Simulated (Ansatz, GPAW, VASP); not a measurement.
# One calculation of KCl, 3 ways

```
K Cl
1.0
     0.00000    3.14647    3.14647
     3.14647    0.00000    3.14647
     3.14647    3.14647    0.00000
K Cl
1 1
Direct
  0.00000 0.00000 0.00000
  0.50000 0.50000 0.50000
```

Alike in all runs: task single point; functional PBE; k mesh 7 × 7 × 7; occupations gaussian, width 0.02 eV; no spin polarisation; no spin-orbit coupling. Pressure is positive in compression and, in plane waves, holds the error of the finite cutoff.

```tsv
program and potentials	plane-wave cutoff (eV)	notes	pressure (GPa)
GPAW, GPAW PAW data sets (gpaw-data 1.2.1)	600	8 valence electrons an atom on average	0.69
Ansatz, all-electron LAPW, scalar-relativistic	-	-	0.76
VASP, PBE PAW files Cl, K_pv, 500 eV	500	7 valence electrons an atom on average	1.10
```

The pressure spans 0.69 (GPAW, GPAW PAW data sets (gpaw-data 1.2.1)) to 1.10 GPa (VASP, PBE PAW files Cl, K_pv, 500 eV), with all-electron results at 0.76.

The functional is the same throughout but for its coding, so the spread measures potentials, basis and numerics; runs on potential files found faulty are left out.
